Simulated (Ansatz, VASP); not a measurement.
Two plane-wave programs on Sc

```xyz
1
Lattice="0.0000 2.2705 2.2705 2.3046 0.0000 2.2705 2.3046 2.2705 0.0000" Properties=species:S:1:pos:R:3 pbc="T T T"
Sc    0.0000    0.0000    0.0000
```

Change from the starting cell: strain +0.0150 x Voigt [1, 0, 0, 0, 0, 0], atoms carried along.

Alike in both runs: task single point; functional PBE; k mesh 18 × 18 × 18; occupations gaussian, width 0.15 eV; no spin polarisation.

```csv
,VASP,Ansatz
version,VASP 6.6.1,Ansatz 0.2.0
potentials or method,"VASP PAW PBE potentials, release 64 (Sc_sv)","scalar-relativistic, plane waves, PAW"
plane-wave cutoff (eV),520,420
valence electrons in the cell,11,11
```

Ansatz gave:

| Quantity | Value |
| --- | --- |
| gap on the k mesh at the Fermi level (eV) | none |
| pressure (GPa) | 2.1 |
| largest component of the traceless stress (GPa) | 0.29 |

Q: Estimate VASP's values.

A: gap on the k mesh at the Fermi level (eV): none; pressure (GPa): 2.0; largest component of the traceless stress (GPa): 0.29.

A gap of «none» marks a metal or a gap that the smearing closes.
